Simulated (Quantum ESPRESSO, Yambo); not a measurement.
## ZnSe (Stilleite): G0W0 in Yambo against the bands

Aim: move the bands of a G0W0 run on ZnSe (Stilleite) over a wide range.

Main program and level: Yambo 5.3.0; PBE and many-body steps on it, plane waves.

## Step 1: Starting point

The structure is cubic, space group F-43m (No. 216). Conventional cell: a = 5.668 Å, b = 5.668 Å, c = 5.668 Å, α = 90.00°, β = 90.00°, γ = 90.00°. Nearest to Zn lie 4 Se at 2.45 Å. Nearest to Se lie 4 Zn at 2.45 Å. Farther neighbours and most contacts between anions are not listed.

As a file:

```cif
data_structure
_symmetry_space_group_name_H-M 'F-43m'
_symmetry_Int_Tables_number 216
_cell_length_a 5.6676
_cell_length_b 5.6676
_cell_length_c 5.6676
_cell_angle_alpha 90.000
_cell_angle_beta 90.000
_cell_angle_gamma 90.000
_cell_volume 182.05
loop_
_atom_site_label
_atom_site_type_symbol
_atom_site_symmetry_multiplicity
_atom_site_Wyckoff_symbol
_atom_site_fract_x
_atom_site_fract_y
_atom_site_fract_z
_atom_site_occupancy
Zn1 Zn 4 a 0.00000 0.00000 0.00000 1
Se1 Se 4 d 0.25000 0.25000 0.75000 1
```

The cell and positions come from the Crystallography Open Database and are kept as given unless a step says otherwise.

## Step 2: 45 bands

This step: Yambo 5.3.0; G0W0 on PBE, plane waves, norm-conserving pseudopotentials.

Now the one-shot GW correction: screening in the RPA, then the self-energy of the levels asked for.

gw1.in

```
HF_and_locXC
gw0
dyson
ppa
em1d
rim_cut
RandQpts= 1000000
RandGvec= 1 RL
EXXRLvcs= 104 Ry
VXCRLvcs= 416 Ry
Chimod= "HARTREE"
% BndsRnXp
 1 | 45 |
%
NGsBlkXp= 15.5 Ry
% LongDrXp
 1 | 1 | 1 |
%
% GbndRnge
 1 | 45 |
%
DysSolver= "n"
ExtendOut
PPAPntXp= 27.21138 eV
% QPkrange
 1 | 1 | 21 | 24 |
%
```

On the command line:

```
> OMP_NUM_THREADS=1 mpirun -n 4 yambo -F gw1.in -J gw1 -C gw1 > gw1.log
```

The program printed:

```text
 Yambo, version 5.3.0

 [02] CORE Variables Setup
 =========================

  [... cell, symmetries and grids as in the set-up ...]

  [02.05] Energies & Occupations
  ==============================

  [X] === General ===
  [X] Electronic Temperature                        :  0.000000  0.000000 [eV K]
  [X] Bosonic    Temperature                        :  0.000000  0.000000 [eV K]
  [X] Finite Temperature mode                       : no
  [X] El. density                                   :  0.96675E+24 [cm-3]
  [X] Fermi Level                                   :  8.779089 [eV]

  [X] === Gaps and Widths ===
  [X] Conduction Band Min                           :  1.291205 [eV]
  [X] Valence Band Max                              :  0.000000 [eV]
  [X] Filled Bands                                  :  22
  [X] Empty Bands                                   :    23   430
  [X] Direct Gap                                    :  1.291205 [eV]
  [X] Direct Gap localized at k                     :  1
  [X] Indirect Gap                                  :  1.291205 [eV]
  [X] Indirect Gap between kpts                     :  1  1
  [X] Last valence band width                       :  2.657666 [eV]
  [X] 1st conduction band width                     :  4.197883 [eV]

 [03] Transferred momenta grid and indexing
 ==========================================

 IBZ Q-points                                      :   8
 BZ  Q-points                                      :   64

 K/Q-points units:
 rlu = crystal or reduced units; cc = cartesian coordinates; iku = interal k-units

 Q [1]          [rlu]:  0.000000  0.000000  0.000000
 Q [2]          [rlu]:  0.33641E-17  0.33641E-17  0.25000
 Q [3]          [rlu]: -0.67283E-17 -0.67283E-17 -0.50000
 Q [4]          [rlu]: -0.60307E-17  0.25000      0.25000
 Q [5]          [rlu]: -0.10514E-16  0.25000      0.50000
 Q [6]          [rlu]: -0.67283E-17  0.25000     -0.25000
 Q [7]          [rlu]:  0.12061E-16 -0.50000     -0.50000
 Q [8]          [rlu]:  0.250000 -0.500000 -0.250000

 [04] Coloumb potential Random Integration (RIM)
 ===============================================

  [04.01] RIM initialization
  ==========================

  * Diagonal components only detected *

  8 x (sBL volume)        :  0.100952 [a.u.]
  sBZ random points       :  1000000
  Points outside the sBZ  :   7968281
  RL volume               :  0.807617 [a.u.]
  Integrated volume       :  0.810832 [a.u.]

  [04.02] RIM integrals
  =====================

  Gamma point sphere radius             :  0.084461 [a.u.]
  Points outside the sphere             :   800476
  [Int_sBZ(q=0) 1/q^2]*(Vol_sBZ)^(-1/3) =:  7.776341
                                 should be <:  7.795600

  Summary of Coulomb integrals for non-metallic bands |Q|[au] RIM/Bare

  Q [1] 0.100000E-4 0.997530 * Q [2] 0.254029 1.068455
  Q [4] 0.293327 1.068048 * Q [6] 0.414827 1.030576
  Q [5] 0.486428 1.023062 * Q [3] 0.508057 1.020719
  Q [7] 0.586654 1.016898 * Q [8] 0.655899 1.013831

 [WARNING] [Xp] User bands 1-45 break level degeneracy

 [05] Dipoles
 ============

  [05.01] Setup: observables and procedures
  =========================================

 [06] Dynamic Dielectric Matrix (PPA)
 ====================================

 [WR./gw1//ndb.pp]---------------------------------------------------------------
  Brillouin Zone Q/K grids (IBZ/BZ)                :    8   64    8   64
  RL vectors                                       :   6615 [WF]
  Coulomb cutoff potential                         : none
  Electronic Temperature                           :  0.000000 [K]
  Bosonic    Temperature                           :  0.000000 [K]
  PPA    diel. fun.  energies                      : Perdew, Burke & Ernzerhof(X)+Perdew, Burke & Ernzerhof(C)
  wavefunctions                                    : Perdew, Burke & Ernzerhof(X)+Perdew, Burke & Ernzerhof(C)
  Global Gauge                                     : length
  X matrix size                                    :   339
  X band range                                     :    1   45
  X e/h energy range                               : -1.000000 -1.000000 [eV]
  X Time ordering                                  : R
  X Hxc Kernel                                     : HARTREE
  X Drude frequency                                :  0.000000  0.000000
  X poles                                          :  100.0000 [o/o]
  RL vectors in the sum                            :   6615
  [r,Vnl] included                                 : yes
  Field direction                                  :  0.577350E-5  0.577350E-5  0.577350E-5
  BZ energy Double Grid                            : no
  BZ energy DbGd points                            : 0
  BZ Q point size factor                           : -1.000000
  X Optical Averaged directions                    : none

 [07] Local Exchange-Correlation + Non-Local Fock
 ================================================

 [VXC] Plane waves :   44039
 [EXS] Plane waves :   5601

 QP @ state[ 1 ] K range:  1  1
 QP @ state[ 1 ] b range:  21  24

 [xc] Functional : Perdew, Burke & Ernzerhof(X)+Perdew, Burke & Ernzerhof(C)
 [xc] LIBXC used to calculate xc functional
  PP Number of Atomic Species                      :  2
  NLCC RL compoments                               :   44039
  PP Number of Atomic Species                      :  2
  NLCC RL compoments                               :   44039

 [xc] E_xc :  -44.07142 [Ha]
      E_xc :  -88.14284 [Ry]

  Local XC kind (lXC) : Perdew, Burke & Ernzerhof(X)+Perdew, Burke & Ernzerhof(C)
  Non-Local XC kind (nlXC) : Hartree-Fock

  Corrections @ K [1] :  [eV]
 <21|nlXC|21> = -19.77195  0.12195E-17 <21|lXC|21> = -17.09314 -0.37763E-15
 <22|nlXC|22> = -19.77204  0.22166E-17 <22|lXC|22> = -17.09314  0.000000
 <23|nlXC|23> = -8.904226  0.32102E-17 <23|lXC|23> = -12.79076  0.000000
 <24|nlXC|24> = -6.297309 -0.14809E-18 <24|lXC|24> = -11.02908 -0.47204E-16

 [08] Dyson equation: Newton solver
 ==================================

  [08.01] G0W0 (W PPA)
  ====================

  [  GW  ] Bands range     :    1   45
  [GW/PPA] G damping       :  0.100000 [eV]

  QP @ state[ 1 ] K range:  1  1
  QP @ state[ 1 ] b range:  21  24

   Sc/G bands                                       :    1   45
   Sc/G damping                                     :  0.100000 ev
   Sc bands terminator                              : no
   Sx RL components                                 :   5601

   QP @ state[ 1 ] K range                          :  1  1
   QP @ state[ 1 ] b range                          :  21  24
   GF energies kind                                 : Perdew, Burke & Ernzerhof(X)+Perdew, Burke & Ernzerhof(C)
   GF WF`s kind                                     : Perdew, Burke & Ernzerhof(X)+Perdew, Burke & Ernzerhof(C)
   Xs energies kind                                 : Perdew, Burke & Ernzerhof(X)+Perdew, Burke & Ernzerhof(C)
   Xs WF`s kind                                     : Perdew, Burke & Ernzerhof(X)+Perdew, Burke & Ernzerhof(C)

 [11] Game Over & Game summary
```

Run time: 49 s. Hardware: 4 MPI ranks of Arm Neoverse V2, shared host; peak memory 2.1 GiB; 3.2 min of CPU time.

This step gave:

| Property | Result |
| --- | --- |
| G0W0 gap on the points computed | 2.073 eV |
| starting gap on the mesh | 1.291 eV |
| k of the valence top | 0, 0, 0 |
| k of the conduction bottom | 0, 0, 0 |
| least direct G0W0 gap on the computed points | 2.073 eV |
| Z at the valence top | 0.7949 |
| Z at the conduction bottom | 0.8137 |

The gap on the mesh goes from 1.29 eV to 2.07 eV, a correction of +0.78 eV.

## Step 3: 73 bands

gw2.in

```
HF_and_locXC
gw0
dyson
ppa
em1d
rim_cut
RandQpts= 1000000
RandGvec= 1 RL
EXXRLvcs= 104 Ry
VXCRLvcs= 416 Ry
Chimod= "HARTREE"
% BndsRnXp
 1 | 73 |
%
NGsBlkXp= 15.5 Ry
% LongDrXp
 1 | 1 | 1 |
%
% GbndRnge
 1 | 73 |
%
DysSolver= "n"
ExtendOut
PPAPntXp= 27.21138 eV
% QPkrange
 1 | 1 | 21 | 24 |
%
```

On the command line:

```
> OMP_NUM_THREADS=1 mpirun -n 4 yambo -F gw2.in -J gw2 -C gw2 > gw2.log
```

The program printed:

```text
 Yambo, version 5.3.0

 [02] CORE Variables Setup
 =========================

  [... cell, symmetries and grids as in the set-up ...]

  [02.05] Energies & Occupations
  ==============================

  [X] === General ===
  [X] Electronic Temperature                        :  0.000000  0.000000 [eV K]
  [X] Bosonic    Temperature                        :  0.000000  0.000000 [eV K]
  [X] Finite Temperature mode                       : no
  [X] El. density                                   :  0.96675E+24 [cm-3]
  [X] Fermi Level                                   :  8.779089 [eV]

  [X] === Gaps and Widths ===
  [X] Conduction Band Min                           :  1.291205 [eV]
  [X] Valence Band Max                              :  0.000000 [eV]
  [X] Filled Bands                                  :  22
  [X] Empty Bands                                   :    23   430
  [X] Direct Gap                                    :  1.291205 [eV]
  [X] Direct Gap localized at k                     :  1
  [X] Indirect Gap                                  :  1.291205 [eV]
  [X] Indirect Gap between kpts                     :  1  1
  [X] Last valence band width                       :  2.657666 [eV]
  [X] 1st conduction band width                     :  4.197883 [eV]

 [03] Transferred momenta grid and indexing
 ==========================================

 IBZ Q-points                                      :   8
 BZ  Q-points                                      :   64

 K/Q-points units:
 rlu = crystal or reduced units; cc = cartesian coordinates; iku = interal k-units

 Q [1]          [rlu]:  0.000000  0.000000  0.000000
 Q [2]          [rlu]:  0.33641E-17  0.33641E-17  0.25000
 Q [3]          [rlu]: -0.67283E-17 -0.67283E-17 -0.50000
[...]
================================================

 [VXC] Plane waves :   44039
 [EXS] Plane waves :   5601

 QP @ state[ 1 ] K range:  1  1
 QP @ state[ 1 ] b range:  21  24

 [xc] Functional : Perdew, Burke & Ernzerhof(X)+Perdew, Burke & Ernzerhof(C)
 [xc] LIBXC used to calculate xc functional
  PP Number of Atomic Species                      :  2
  NLCC RL compoments                               :   44039
  PP Number of Atomic Species                      :  2
  NLCC RL compoments                               :   44039

 [xc] E_xc :  -44.07142 [Ha]
      E_xc :  -88.14284 [Ry]

  Local XC kind (lXC) : Perdew, Burke & Ernzerhof(X)+Perdew, Burke & Ernzerhof(C)
  Non-Local XC kind (nlXC) : Hartree-Fock

  Corrections @ K [1] :  [eV]
 <21|nlXC|21> = -19.77195  0.12195E-17 <21|lXC|21> = -17.09314 -0.37763E-15
 <22|nlXC|22> = -19.77204  0.22166E-17 <22|lXC|22> = -17.09314  0.000000
 <23|nlXC|23> = -8.904226  0.32102E-17 <23|lXC|23> = -12.79076  0.000000
 <24|nlXC|24> = -6.297309 -0.14809E-18 <24|lXC|24> = -11.02908 -0.47204E-16

 [08] Dyson equation: Newton solver
 ==================================

  [08.01] G0W0 (W PPA)
  ====================

  [  GW  ] Bands range     :    1   73
  [GW/PPA] G damping       :  0.100000 [eV]

  QP @ state[ 1 ] K range:  1  1
  QP @ state[ 1 ] b range:  21  24

   Sc/G bands                                       :    1   73
   Sc/G damping                                     :  0.100000 ev
   Sc bands terminator                              : no
   Sx RL components                                 :   5601

   QP @ state[ 1 ] K range                          :  1  1
   QP @ state[ 1 ] b range                          :  21  24
   GF energies kind                                 : Perdew, Burke & Ernzerhof(X)+Perdew, Burke & Ernzerhof(C)
   GF WF`s kind                                     : Perdew, Burke & Ernzerhof(X)+Perdew, Burke & Ernzerhof(C)
   Xs energies kind                                 : Perdew, Burke & Ernzerhof(X)+Perdew, Burke & Ernzerhof(C)
   Xs WF`s kind                                     : Perdew, Burke & Ernzerhof(X)+Perdew, Burke & Ernzerhof(C)

 [11] Game Over & Game summary
```

The job ended after 90 s (4 MPI ranks; peak memory 2.1 GiB).

Numbers from this step:

```yaml
g0w0_gap_on_the_points_computed: 2.048 eV
starting_gap_on_the_mesh: 1.291 eV
k_of_the_valence_top: 0, 0, 0
k_of_the_conduction_bottom: 0, 0, 0
least_direct_g0w0_gap_on_the_computed_points: 2.048 eV
z_at_the_valence_top: 0.7950
z_at_the_conduction_bottom: 0.8130
```

Against the run before, the gap moves by −0.025 eV.

## Step 4: 125 bands

gw3.in

```
HF_and_locXC
gw0
dyson
ppa
em1d
rim_cut
RandQpts= 1000000
RandGvec= 1 RL
EXXRLvcs= 104 Ry
VXCRLvcs= 416 Ry
Chimod= "HARTREE"
% BndsRnXp
 1 | 125 |
%
NGsBlkXp= 15.5 Ry
% LongDrXp
 1 | 1 | 1 |
%
% GbndRnge
 1 | 125 |
%
DysSolver= "n"
ExtendOut
PPAPntXp= 27.21138 eV
% QPkrange
 1 | 1 | 21 | 24 |
%
```

On the command line:

```
> OMP_NUM_THREADS=1 mpirun -n 4 yambo -F gw3.in -J gw3 -C gw3 > gw3.log
```

The program printed:

```text
 Yambo, version 5.3.0

 [02] CORE Variables Setup
 =========================

  [... cell, symmetries and grids as in the set-up ...]

  [02.05] Energies & Occupations
  ==============================

  [X] === General ===
  [X] Electronic Temperature                        :  0.000000  0.000000 [eV K]
  [X] Bosonic    Temperature                        :  0.000000  0.000000 [eV K]
  [X] Finite Temperature mode                       : no
  [X] El. density                                   :  0.96675E+24 [cm-3]
[...]
Sx RL components                                 :   5601

   QP @ state[ 1 ] K range                          :  1  1
   QP @ state[ 1 ] b range                          :  21  24
   GF energies kind                                 : Perdew, Burke & Ernzerhof(X)+Perdew, Burke & Ernzerhof(C)
   GF WF`s kind                                     : Perdew, Burke & Ernzerhof(X)+Perdew, Burke & Ernzerhof(C)
   Xs energies kind                                 : Perdew, Burke & Ernzerhof(X)+Perdew, Burke & Ernzerhof(C)
   Xs WF`s kind                                     : Perdew, Burke & Ernzerhof(X)+Perdew, Burke & Ernzerhof(C)

 [11] Game Over & Game summary
```

Wall time 2.8 min (4 MPI ranks); peak memory 2.1 GiB; 11 min of CPU time.

This step gave:

```
G0W0 gap on the points computed              : 2.041 eV
starting gap on the mesh                     : 1.291 eV
k of the valence top                         : 0, 0, 0
k of the conduction bottom                   : 0, 0, 0
least direct G0W0 gap on the computed points : 2.041 eV
```

Against the run before, the gap moves by −0.007 eV.

(Continued in part 2 of 2.)

[Paths, hosts, dates, memory and timing lines, banners, echoed tables and standing remarks are left out of the program output.]

[Logs are printed without paths, hosts, clocks, repeated set-up lines and the standing remarks that a program may print on its own settings, such as how far it seeks lower states.]

[Runs of the session that timed out or met a known fault of the program may be left out.]

[Hosts, paths, dates, database ids (printed as entryN), source tags and the programs' standing remarks are cut or masked in the printed files.]
